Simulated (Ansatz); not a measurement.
Cubic perovskite BaSnO3, treated with r²SCAN+rVV10 in Ansatz (plane waves, PAW).

Run with plane-wave cutoff 500 eV, 8×8×8 k mesh, gaussian smearing 0.02 eV, scalar-relativistic PAW data made under PBE.

Cell (relaxed at this level):

BaSnO₃ has the cubic space group Pm-3m (No. 221), the cubic perovskite structure, Pearson symbol cP5. Cell: a = b = c = 4.118 Å, α = β = γ = 90.00°. Ba on 1a has 12 O at 2.912 Å (cuboctahedral). Sn on 1b is coordinated by 6 O at 2.059 Å (octahedral). O on 3c sees 2 Sn at 2.059 Å and 4 Ba at 2.912 Å (octahedral). (Neighbours: up to the widest gap in distance over summed covalent radii, below 1.35, at either atom; cation-cation and far metal-metal contacts left out.)

Problem. Predict the band gap.

Solution. 
* **band gap**: 1.68 eV (on the SCF k mesh)

Measured, for comparison: band gap 2.95 eV (temperature not stated, no zero-point or thermal correction, indirect, from the absorption edge of a single crystal; as tabulated in Kim et al. (2012), arXiv:1207.0764).

Spin–orbit coupling is not included.

Static lattice: no zero-point or thermal effects.

The result took around 30 core-seconds (rough).

Ansatz is a program for electronic structure.
